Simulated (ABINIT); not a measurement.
**ZrS2 in ABINIT: the effect of potentials**

The system is ZrS2.

```
Zr S
1.0
     3.69138    0.00000    0.00000
    -1.84569    3.19683    0.00000
     0.00000    0.00000    6.04108
Zr S
1 2
Cartesian
  0.0000 0.0000 0.0000
  0.0000 2.1312 1.4372
  1.8457 1.0656 4.6038
```

The cell is a database's computed one.

Alike in all runs:

| Item | Value |
| --- | --- |
| Program | ABINIT 10.8.3 (patched build) |
| Task | band structure |
| Functional | PBE |
| k mesh | 8 × 8 × 5 |
| Occupations | fermi-dirac, width 0.05 eV |
| Spin | no spin polarisation |

```csv
potentials,cutoff,pressure (GPa),largest force (eV/Å)
PseudoDojo NC SR PBE v0.4.1 standard,898 eV,0.5,0.05
PseudoDojo NC SR PBE v0.4 stringent,898 eV,0.5,0.05
PseudoDojo NC SR PBE v0.5 standard,898 eV,0.5,0.05
PseudoDojo NC SR PBE v0.5 stringent,898 eV,0.5,0.05
SG15 NC PBE v1.2,816 eV,?,?
SPMS NC PBE v1.0,571 eV,0.7,0.08
JTH PAW PBE v2.0,544 eV,0.3,0.03
```

**Question.** What does the run with potentials SG15 NC PBE v1.2 give?

**Answer.** Pressure 0.6 GPa; largest force 0.06 eV/Å.

Caveats: this functional lacks dispersion, which binds the layers, so the pressure and a relaxed spacing across them are unreliable.
